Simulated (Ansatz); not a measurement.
# MoP: the cost of one run

Program: Ansatz 0.2.0. Level of theory: DFT, levels as named, plane waves, PAW. These are calculated values, not measurements.

### Step 1. The structure to begin with

It takes space group P-6m2 (No. 187, hexagonal). Conventional cell: a = 3.223 Å, b = 3.223 Å, c = 3.191 Å, α = 90.00°, β = 90.00°, γ = 120.00°. Mo (site symmetry -6m2) is surrounded by 6 P at 2.45 Å. P (site symmetry -6m2) has 6 Mo at 2.45 Å as nearest neighbours.

Coordinates:

```xyz
2
Lattice="3.2230 0.0000 0.0000 -1.6115 2.7912 0.0000 0.0000 0.0000 3.1910" Properties=species:S:1:pos:R:3 pbc="T T T"
Mo    0.0000    0.0000    0.0000
P     0.0000    1.8608    1.5955
```

### Step 2. Relaxation with PBE

input.yaml reads:

```yaml
crystal:
  lattice:
    - [3.223, 0.0, 0.0]
    - [-1.6115, 2.79119988, 0.0]
    - [0.0, 0.0, 3.191]
  atoms:
    - { symbol: Mo, position: [0.0, 0.0, 0.0] }
    - { symbol: P, position: [0.33333333, 0.66666667, 0.5] }
  symmetry: { tolerance: 0.0003 }
hamiltonian:
  xc: pbe
  pseudopotentials: { kind: paw, azcp: { folder: soft_1 } }
basis:
  ecutwfc: 420
magnetization:
  spin_polarized: false
scf:
  occupations: { method: fermi_dirac, width: 0.1 }
kpoints:
  mp_grid: { grid: [11, 11, 10], shift: [0, 0, 0] }
output:
  forces: true
  stress: true
  eigenvalues: true
relax:
  max_steps: 60
  cell: {}
```

Run with:

```bash
ansatz run input.yaml --threads 2 --pin off --max-ram 5632MiB --backend cpu --events-out ev --progress --plain --runs-dir out
```

What time and memory should one allow on 2 threads of AMD EPYC 9R45 (Zen 5), shared host?

About 4.1 s, with a peak of 0.41 GiB.
